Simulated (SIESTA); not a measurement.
Runs of SIESTA 5.4.2 on In. It takes space group Im-3m (No. 229, cubic). Conventional cell: a = 3.765 Å, b = 3.765 Å, c = 3.765 Å, α = 90.00°, β = 90.00°, γ = 90.00°. In (site symmetry m-3m) has 8 In at 3.26 Å as nearest neighbours. This isn't the form of In at room conditions, which is tetragonal.

```tsv
level	potentials or basis	gap on the mesh (eV)	pressure (GPa)	relaxed volume (Å³/atom)
PBEsol	PseudoDojo 0.4 standard (PBEsol files), DZP (energy shift 0.003 Ry; two zetas on semicore shells)	none	-0.1	25.84
revPBE	PseudoDojo 0.4 standard (PBE files), DZP (energy shift 0.003 Ry; two zetas on semicore shells)	none	0.1	(b)
RPBE	PseudoDojo 0.4 standard (PBE files), DZP (energy shift 0.003 Ry; two zetas on semicore shells)	none	0.1	(a)
BLYP	PseudoDojo 0.4 standard (PBE files), DZP (energy shift 0.003 Ry; two zetas on semicore shells)	none	0.0	31.94
LDA	PseudoDojo 0.4 standard (LDA files), DZP (energy shift 0.003 Ry; two zetas on semicore shells)	none	-0.1	24.77
```

Alike in all rows: task relaxation of cell and atoms; no spin polarisation; cell relaxed; k mesh 7 × 7 × 7; smearing fermi-dirac 0.05 eV; grid cutoff 500 Ry; energy shift 0.003 Ry.

Question: Estimate the missing entries.

Answer: (a) 29.41; (b) 29.03.

Caveats: the basis of atomic orbitals isn't converged, which shifts pressures, moduli and gaps; the potentials were made for another functional, which shifts forces and pressure (some runs); the volume moved by over 15 % at a fixed basis, so the end points are rough (some runs).

A k mesh can miss the band edges, and the runs leave out spin-orbit coupling on In.

A gap of «none» marks a metal or a gap under the smearing width.

Runs at the PBE level aren't shown here.
